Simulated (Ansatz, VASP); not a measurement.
# Two plane-wave programs on BaTiO3

```xyz
5
Lattice="3.9998 0.0000 0.0000 0.0000 3.9998 0.0000 0.0000 0.0000 4.0180" Properties=species:S:1:pos:R:3 pbc="T T T"
Ba    0.0000    0.0000    0.0000
Ti    1.9999    1.9999    1.9688
O     0.0000    1.9999    2.0773
O     1.9999    0.0000    2.0773
O     1.9999    1.9999    0.0763
```

Alike in both runs: task single point; functional PBE; k mesh 7 × 7 × 7; occupations gaussian, width 0.011 eV; no spin polarisation.

```csv
,VASP,Ansatz
version,VASP 6.6.1,Ansatz 0.2.0
potentials or method,"VASP PAW PBE potentials, release 64 (Ba_sv, Ti_sv, O)",Ansatz PAW
plane-wave cutoff (eV),520,420
valence electrons in the cell,40,40
```

|  | VASP | Ansatz | Ansatz less VASP |
| --- | --- | --- | --- |
| gap on the k mesh at the Fermi level (eV) | 1.87 | 1.93 | +0.065 |
| least direct gap on the mesh (eV) | 2.06 | 2.09 | +0.027 |
| pressure (GPa) | 4.2 | 2.4 | -1.75 |
| largest component of the traceless stress (GPa) | 0.62 | 0.59 | -0.034 |
| rms of the force components (eV/Å) | 0.090 | 0.097 | +0.0072 |

Atom by atom the forces differ by 0.017 eV/Å (rms over components).

Caveats: spin-orbit coupling is left out, which moves the levels of the heavy elements; an odd mesh through Γ misses points on the zone boundary, where band edges often lie (VASP); odd divisions of the mesh miss points on the zone boundary, where band edges often lie, so the gap on the mesh can be too wide (Ansatz); the pressure holds a Pulay correction of +0.5 GPa for the finite cutoff (Ansatz).
